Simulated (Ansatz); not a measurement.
**TiO2: biaxial strain in the a-b plane**

The task here is to estimate one member of a computed series from the others.

Program: Ansatz 0.2.0. Level of theory: DFT PBE+U, scalar-relativistic, plane waves, PAW. These are calculated values, not measurements.

## The system as given

Symmetry: P4_2/mnm, No. 136, tetragonal system. The conventional cell has a = 4.640 Å, b = 4.640 Å, c = 3.006 Å, α = 90.00°, β = 90.00°, γ = 90.00°. Around Ti (site symmetry mmm) lie 6 O at 1.97 to 2.01 Å. O (site symmetry m2m) has 3 Ti at 1.97 to 2.01 Å as nearest neighbours.

Structure file:

```xyz
6
Lattice="4.6404 0.0000 0.0000 0.0000 4.6404 0.0000 0.0000 0.0000 3.0061" Properties=species:S:1:pos:R:3 pbc="T T T"
Ti    2.3202    2.3202    0.0000
Ti    0.0000    0.0000    1.5031
O     3.2220    3.2220    1.5031
O     3.7385    0.9019    0.0000
O     0.9019    3.7385    0.0000
O     1.4183    1.4183    1.5031
```

It goes back to an entry of the Materials Project.

This cell was relaxed beforehand with the same method: volume 10.79 Å³/atom, gap on the mesh 2.26 eV.

Set-up of the first run:

File input.yaml:

```yaml
crystal:
  lattice:
    - [4.6403500097, 0.0, 0.0]
    - [0.0, 4.6403500097, 0.0]
    - [0.0, 0.0, 3.0061127001]
  atoms:
    - { symbol: Ti, position: [0.5, 0.5, 0.0] }
    - { symbol: Ti, position: [0.0, 0.0, 0.5] }
    - { symbol: O, position: [0.6943530392, 0.6943530392, 0.5] }
    - { symbol: O, position: [0.8056469608, 0.1943530392, 0.0] }
    - { symbol: O, position: [0.1943530392, 0.8056469608, 0.0] }
    - { symbol: O, position: [0.3056469608, 0.3056469608, 0.5] }
basis:
  ecutwfc: 420
kpoints:
  mp_grid: { grid: [6, 6, 10] }
hamiltonian:
  xc: pbe
  hubbard: { sites: [{ species: Ti, l: d, u_eff: 4.0 }] }
scf:
  occupations: { method: gaussian, width: 0.02 }
output:
  forces: true
  stress: true
  eigenvalues: true
```

On the command line:

```console
ansatz run input.yaml --threads 1 --pin off --max-ram 2560MiB --backend cpu --events-out ev --progress --plain --runs-dir out
```

Steps of the session up to this table: Zero strain; Seeking the band edges; At -1.5 %; Seeking the band edges at -1.5 %; At +1.5 %; The gap over the whole zone at +1.5 %; Strain -3.0 %; Seeking the band edges at -3.0 %; Strain +3.0 %; Band edges over the zone at +3.0 %; The cell strained by -4.5 %; The gap over the whole zone at -4.5 %; At +4.5 %; The gap over the whole zone at +4.5 %.

One table of the session follows, with a row left open; its other results are not shown here.

Lengths are those of the vectors of the cell that was run; stresses in GPa:

```
strain (%)  ΔE (meV/atom)  a (Å)  b (Å)  c (Å)
      -4.5           51.1  4.432  4.432  3.111
      -3.0           22.1  4.501  4.501  3.072
      -1.5            5.4  4.571  4.571  3.037
      +0.0            0.0  4.640  4.640  3.006
      +1.5            4.9  4.710  4.710  2.979
      +3.0              ?      ?      ?      ?
      +4.5           40.6  4.849  4.849  2.937
```

**Question.** Estimate the row for strain (%) = +3.0.

Worked estimate for «ΔE (meV/atom)». A straight line through the neighbours (1.5, 4.9) and (4.5, 40.6) gives 4.9 + (40.6 − 4.9) × (3.0 − 1.5) / (4.5 − 1.5) = 22.8; a parabola fitted to 3 rows on both sides gives 18.4.

**Answer.** ΔE (meV/atom): 18.9; a (Å): 4.780; b (Å): 4.780; c (Å): 2.956. In «ΔE (meV/atom)» the line misses by +3.9 and the parabola by -0.5.

ΔE is over the unstrained cell. Stress in GPa, positive in compression, on the Cartesian axes of the input.
